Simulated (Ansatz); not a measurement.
The system is TiPt3.

```
Pt Ti
1.0
     3.89700    0.00000    0.00000
     0.00000    3.89700    0.00000
     0.00000    0.00000    3.89700
Pt Ti
3 1
Direct
  0.50000 0.50000 0.00000
  0.50000 0.00000 0.50000
  0.00000 0.50000 0.50000
  0.00000 0.00000 0.00000
```

- Program: Ansatz 0.2.0
- Task: single point
- Functional: PBE
- Potentials or basis: Ansatz PAW
- Cutoff: 420 eV (not typed: the program's choice for these potentials)
- k mesh: 7 × 7 × 7
- Occupations: fermi-dirac, width 0.05 eV
- Spin: no spin polarisation

On this cell: pressure 10.1 GPa; largest force zero by symmetry; band gap on the k mesh none (metal or under the smearing width).

The same run follows on a disturbed copy (atoms moved at random, drawn with an rms of 0.05 Å):

```
CELL_PARAMETERS angstrom
3.89700 0.00000 0.00000
0.00000 3.89700 0.00000
0.00000 0.00000 3.89700
ATOMIC_POSITIONS crystal
Pt 0.49329 0.49556 0.01067
Pt 0.50381 0.99229 0.48674
Pt 0.00851 0.50969 0.50900
Ti 0.98699 0.00532 0.00448
```

Question: What does the disturbed cell give?

Answer: The energy (extrapolated to zero smearing) moves by +19.9 meV/atom; pressure 11.1 GPa; largest force 1.062 eV/Å; band gap on the k mesh none (metal or under the smearing width).

Forces on the atoms (eV/Å):
```
Pt   0.372 -0.044 -0.781
Pt   0.012  0.657  0.834
Pt  -0.660 -0.524  0.046
Ti   0.275 -0.090 -0.099
```

Stress tensor (GPa, compression positive):
```
10.84  0.06 -0.21
 0.06 11.24  0.05
-0.21  0.05 11.12
```
